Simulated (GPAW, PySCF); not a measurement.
## One calculation of TePb, 3 ways

```
CELL_PARAMETERS angstrom
0.00000 3.23100 3.23100
3.23100 0.00000 3.23100
3.23100 3.23100 0.00000
ATOMIC_POSITIONS crystal
Pb 0.00000 0.00000 0.00000
Te 0.50000 0.50000 0.50000
```

Alike in all runs: task band structure; functional PBE; k mesh 6 × 6 × 6; occupations fermi-dirac, width 0.05 eV; no spin polarisation; no spin-orbit coupling. Pressure is positive in compression and, in plane waves, holds the error of the finite cutoff. Gaps are the smaller of the mesh's and the band path's.

```csv
program and potentials,plane-wave cutoff (eV),notes,band gap (eV),pressure (GPa)
"PySCF, DZVP-MOLOPT-SR/GTH-PBE (potentials made for PBE)",-,atomic basis; 5 valence electrons an atom on average,0.72,-
"GPAW, GPAW PAW data sets (gpaw-data 1.2.1), other valence",600,15 valence electrons an atom on average,0.65,0.96
"GPAW, PAW data sets generated for this functional",600,10 valence electrons an atom on average,0.69,1.86
```

The band gap spans 0.65 (GPAW, GPAW PAW data sets (gpaw-data 1.2.1), other valence) to 0.72 eV (PySCF, DZVP-MOLOPT-SR/GTH-PBE (potentials made for PBE)). The pressure spans 0.96 (GPAW, GPAW PAW data sets (gpaw-data 1.2.1), other valence) to 1.86 GPa (GPAW, PAW data sets generated for this functional). Spin-orbit coupling, left out here, moves the band edges of heavy atoms. Rows in atomic bases carry the error of their basis and grid, which can be large.

Differences between rows come from potentials, basis sets and numerical settings, since the functional is the same but for its coding. Runs on potential files found faulty are left out.
